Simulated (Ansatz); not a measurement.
# Te

```
Te
1.0
     4.23410   -2.37120    0.00000
     4.23410    2.37120    0.00000
    -0.13045    0.00000    3.95735
Te
3
Direct
  0.67600 0.67600 0.67500
  0.32400 0.32400 0.32500
  0.00000 0.00000 0.00000
```

Atoms are numbered in the order listed.

The cell is COD entry 1533530, as deposited and not checked against the literature; nothing was relaxed.

No spin–orbit coupling, which matters for the heavy atoms here.

The calculation used DFT, LDA, all-electron LAPW, scalar-relativistic (Ansatz 0.2.0).

Numerical set-up: a Γ-centred 8×8×8 k mesh, Fermi–Dirac smearing of 0.05 eV, basis error target 1 meV/atom, no spin polarisation.

```
Pressure at this cell                             : 4.75 GPa
Band gap                                          : none: bands cross the Fermi level, a metal
Stress xx, yy, zz (compression positive)          : 4.09, 4.27, 5.88 GPa
Largest force                                     : 0.450 eV/Å on Te2
Density of states at the Fermi level (0.2 eV bin) : 2.01 states/eV per cell
Volume per atom                                   : 178.7 bohr³
```
